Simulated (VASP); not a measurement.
ZnCu, 2 atoms in the cell. It takes space group R-3m (No. 166, trigonal). Conventional cell: a = 3.554 Å, b = 3.554 Å, c = 7.892 Å, α = 90.00°, β = 90.00°, γ = 120.00°. Zn (site symmetry -3m) is surrounded by 6 Cu at 2.44 Å. Cu (site symmetry -3m) has 6 Zn at 2.44 Å as nearest neighbours.  The cell isn't the ideal one: volume 14.389 Å^3 an atom, length along [111] over the lengths across it, relative to the cubic cell 1.8132.

```yaml
Program: VASP 6.6.1
Task: single point
Functional: PBE
Potentials_or_basis: VASP PAW PBE potentials, release 64 (Zn, Cu)
Cutoff: 520 eV
k_mesh: 16 × 16 × 16
Occupations: gaussian, width 0.15 eV
Spin: no spin polarisation
Dipole_correction: no
Further_INCAR_settings: ALGO = Fast; EDIFF = 1e-06; NBANDS = 18
```

Potentials or basis: VASP PAW PBE potentials, release 64 (Zn, Cu).

Run with:

```sh
$ cat potpaw_PBE.64/Zn/POTCAR potpaw_PBE.64/Cu/POTCAR > POTCAR
$ mpirun -np 1 vasp_std > vasp.out
```

Hardware: 1 thread of Intel(R) Xeon(R) 6975P-C (Granite Rapids) (shared host).

Q: Estimate the wall time of this run.

A: Wall time 2.3 min on 1 thread of Intel(R) Xeon(R) 6975P-C (Granite Rapids), on a shared host, peak memory 0.33 GiB. Counts: scf iterations 16, k points 417.
